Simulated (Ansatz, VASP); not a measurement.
## NaH in VASP and in Ansatz

```
Na H
1.0
     0.00000    2.33844    2.33844
     2.33844    0.00000    2.33844
     2.33844    2.33844    0.00000
Na H
1 1
Direct
  0.00000 0.00000 0.00000
  0.50000 0.50000 0.50000
```

Alike in both runs: functional PBEsol; k mesh 8 × 8 × 8; no spin polarisation.

Ansatz relaxed the structure, and its values are those at the end. VASP's run is a single point on that final structure, the one shown.

|  | VASP | Ansatz |
| --- | --- | --- |
| version | VASP 6.6.1 | Ansatz 0.2.0 |
| potentials or method | VASP PAW PBE potentials, release 64 (Na_pv, H) | scalar-relativistic, plane waves, PAW |
| plane-wave cutoff (eV) | 520 | 420 |
| occupations | gaussian, width 0.01 eV | fixed |
| valence electrons in the cell | 8 | 10 |

```tsv
	VASP	Ansatz	Ansatz less VASP
gap on the k mesh at the Fermi level (eV)	3.72	3.72	+0.003
least direct gap on the mesh (eV)	4.66	4.67	+0.003
pressure (GPa)	2.0	2.0	+0.01
```

The two sets of potentials don't hold the same shells in valence.

Caveats: the PAW data sets were made with another functional, which shifts forces and pressure a little (VASP). As with any semilocal functional, this PBEsol gap is likely too small. A k mesh can miss the band edges.
